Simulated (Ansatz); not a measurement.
Si:

```xyz
2
Lattice="0.0000 2.7219 2.7219 2.7219 0.0000 2.7219 2.7219 2.7219 0.0000" Properties=species:S:1:pos:R:3 pbc="T T T"
Si    2.7219    2.7219    2.7219
Si    4.0828    4.0828    4.0828
```

Base run:

```yaml
Program: Ansatz 0.2.0
Functional: PBE0
Potentials_or_basis: all-electron PAW datasets made for the crystal
Cutoff: 200 eV (chosen from the basis error)
k_mesh: 6 × 6 × 6
Occupations: fermi-dirac, width 0.05 eV
Spin: no spin polarisation
```

Its results: band gap on the k mesh 1.95 eV, indirect (least direct gap 3.97 eV); pressure -0.4 GPa.

Problem. The run is repeated on the same cell with these changes: functional from PBE0 to PBEsol; cutoff from 200 eV (chosen from the basis error) to 180 eV (chosen from the basis error). What comes out?

Solution. Band gap on the k mesh 0.61 eV, indirect (least direct gap 2.52 eV); pressure -0.5 GPa.

PBE0 gives the wider gap, since exact exchange removes part of the self-interaction.

A k mesh can miss the band edges.
